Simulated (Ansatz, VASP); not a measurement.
## Pt: VASP beside Ansatz

```
CELL_PARAMETERS angstrom
-1.51366 1.51366 1.58388
1.51366 -1.51366 1.58388
1.51366 1.51366 -1.58388
ATOMIC_POSITIONS crystal
Pt 0.00000 0.00000 0.00000
```

Change from the starting cell: strain -0.030 along x and y, +0.015 along z, atoms carried along.

Alike in both runs: task single point; functional PBEsol; k mesh 26 × 26 × 26; occupations gaussian, width 0.15 eV; no spin polarisation.

```csv
,VASP,Ansatz
version,VASP 6.6.1,Ansatz 0.2.0
potentials or method,"VASP PAW PBE potentials, release 64 (Pt)","scalar-relativistic, plane waves, PAW"
plane-wave cutoff (eV),520,420
valence electrons in the cell,10,18
```

```csv
,VASP,Ansatz,Ansatz less VASP
gap on the k mesh at the Fermi level (eV),none,none,-
pressure (GPa),14.1,14.4,+0.29
largest component of the traceless stress (GPa),3.04,3.03,-0.010
```

A gap of «none» marks a metal or a gap that the smearing closes. The two sets of potentials don't hold the same shells in valence.

Caveats: the PAW data sets were made with another functional, which shifts forces and pressure a little (VASP). Spin-orbit coupling is left out, which matters for the levels of Pt.
